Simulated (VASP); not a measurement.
Crystal: TaN.

```
CELL_PARAMETERS angstrom
2.92177 0.00000 0.00000
-1.46088 2.53033 0.00000
0.00000 0.00000 5.91652
ATOMIC_POSITIONS crystal
Ta 0.00000 0.00000 0.50000
Ta 0.00000 0.00000 0.00000
N 0.33333 0.66667 0.25000
N 0.66667 0.33333 0.75000
```

The cell comes from a database or a generator and needn't be the stable form of this composition.

Base run:

* Program: VASP 6.6.1
* Functional: PBEsol
* Potentials or basis: VASP PAW PBE potentials, release 64 (Ta_pv, N)
* Cutoff: 520 eV
* k mesh: 7 × 7 × 4
* Occupations: fermi-dirac, width 0.05 eV
* Spin: no spin polarisation
* Hubbard terms: Ta d U = 8 eV

Its results: band gap on the k mesh none (metal or under the smearing width); pressure 16.5 GPa.

**Question.** After a change of settings the same cell gave: band gap on the k mesh none (metal or under the smearing width); pressure 9.4 GPa. Which change was it?
A. hubbard terms from Ta d U = 8 eV to none
B. hubbard terms from Ta d U = 8 eV to Ta d U = 2 eV
C. hubbard terms from Ta d U = 8 eV to Ta d U = 6 eV

**Answer.** C.

Caveats: the PAW data sets were made with another functional, which shifts forces and pressure a little; U without spin polarisation on a metal has little footing.

Runs at the PBE level aren't shown here.
